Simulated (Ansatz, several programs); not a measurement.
NaH (rocksalt), relaxed with r2SCAN in Ansatz (plane waves, PAW): space group Fm-3m (No. 225), cubic; conventional cell a = 4.795 Å, 13.78 Å³ an atom. Around Na lie 6 H at 2.40 Å; around H lie 6 Na at 2.40 Å. The cell was then scaled with its shape and fractional coordinates held. Calculated for a static, non-magnetic cell.

```csv
V (Å³/atom),E (meV/atom)
12.954,4.15
13.781,0.00
14.194,0.91
14.608,3.45
```

**Question.** Pass a cubic E = c₀ + c₁u + c₂u² + c₃u³, with u = V − 13.884 Å³, through these points.

**Answer.** c₀ = 0.06, c₁ = +1.143, c₂ = 5.356, c₃ = -0.6466 (meV and Å³).

**Question.** Where is the minimum, and what bulk modulus follows?

**Answer.** dE/du = 0 at u = -0.105, so V₀ = 13.78 Å³. B = V₀ d²E/dV² = 13.78 × (2c₂ + 6c₃u) = 13.78 × 11.119 = 153 meV/Å³, and 1 meV/Å³ is 0.16022 GPa: 25 GPa. A third-order Birch-Murnaghan fit to all five points gives 13.78 Å³ and 24 GPa.

**Question.** Predict the energy and the pressure at the withheld volume, 13.368 Å³.

**Answer.** With u = -0.516: E ≈ 0.99 meV and P = −dE/dV ≈ +0.79 GPa. The run gives 0.99 meV and, from its stress, +0.78 GPa.
